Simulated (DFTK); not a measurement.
Crystal: Na.

```
Na
1.0
    -2.14100    2.14100    2.14100
     2.14100   -2.14100    2.14100
     2.14100    2.14100   -2.14100
Na
1
Direct
  0.00000 0.00000 0.00000
```

Base run:

| Quantity | Value |
| --- | --- |
| Program | DFTK 0.8.2 |
| Functional | TASK |
| Potentials or basis | in-house norm-conserving set (r2SCAN, scalar relativistic) |
| Cutoff | 1252 eV |
| k mesh | 7 × 7 × 7 |
| Occupations | fermi-dirac, width 0.05 eV |
| Spin | no spin polarisation |

Its results: band gap on the k mesh none (metal or under the smearing width); pressure 2.1 GPa.

Problem. The run is repeated on the same cell with these changes: functional from TASK to r2SCAN; potentials or basis from in-house norm-conserving set (r2SCAN, scalar relativistic) to SG15 1.2 (PBE); cutoff from 1252 eV to 1225 eV. What comes out?

Solution. Band gap on the k mesh none (metal or under the smearing width); pressure -0.2 GPa.

Caveats: the potentials were made for another functional, which shifts forces and pressure; the program warned that the kinetic-energy density falls under its von Weizsäcker bound, which can give unphysical results (some runs).

Not every run made on this cell is shown here.
